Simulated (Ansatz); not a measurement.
Set up this calculation in Ansatz 0.2.0, as the native input.

* Task: single point
* Functional: PBEsol
* Potentials or basis: Ansatz PAW
* Cutoff: 420 eV (not typed: the program's choice for these potentials)
* k mesh: 10 × 10 × 5
* Occupations: fermi-dirac, width 0.05 eV
* Spin: no spin polarisation

CuO (Tenorite):

```
Cu O
1.0
     2.34465   -1.71340    0.00000
     2.34465    1.71340    0.00000
    -0.86055    0.00000    5.05944
Cu O
2 2
Direct
  0.50570 0.99000 0.49524
  0.01154 0.50101 0.99728
  0.40012 0.57752 0.76099
  0.57635 0.41408 0.25814
```

The cell isn't the ideal one: atoms moved at random, drawn with an rms of 0.05 Å.

These files were run (other wordings do the same):

input.yaml

```yaml
crystal:
  lattice:
    - [2.34465, -1.7134, 0.0]
    - [2.34465, 1.7134, 0.0]
    - [-0.8605543552, 0.0, 5.0594363927]
  atoms:
    - { symbol: Cu, position: [0.505702, -0.009996, 0.495236] }
    - { symbol: Cu, position: [0.011543, 0.501015, -0.002723] }
    - { symbol: O, position: [0.400118, 0.577525, 0.760988] }
    - { symbol: O, position: [0.576347, 0.414077, 0.25814] }
hamiltonian:
  xc: pbesol
  pseudopotentials: { kind: paw }
kpoints:
  mp_grid: { grid: [10, 10, 5] }
scf:
  occupations: { method: fermi_dirac, width: 0.05 }
output:
  forces: true
  stress: true
  eigenvalues: true
```

Potentials or basis: Ansatz PAW.

Run with:

```bash
$ ansatz run input.yaml --threads 2 --pin off --max-ram 5632MiB --backend cpu --events-out ev --progress --plain --runs-dir out
```

Results of the run:

```yaml
Pressure: -1.9 GPa
Largest_force: 1.552 eV/Å
Band_gap_on_the_k_mesh: none (metal or under the smearing width)
```

Caveat: the pressure holds a Pulay correction of +0.7 GPa for the finite cutoff; the run has no spin polarisation, though such a crystal can be magnetic; semilocal functionals often make such compounds metallic where correlation or magnetic order opens a gap, which also shifts bond lengths; the PAW data sets come from PBE, with cores solved anew for the run's functional, which leaves a small shift of forces and pressure.

Wall time 6.9 s on 2 threads of Intel(R) Xeon(R) 6975P-C (Granite Rapids), on a shared host, peak memory 0.52 GiB.
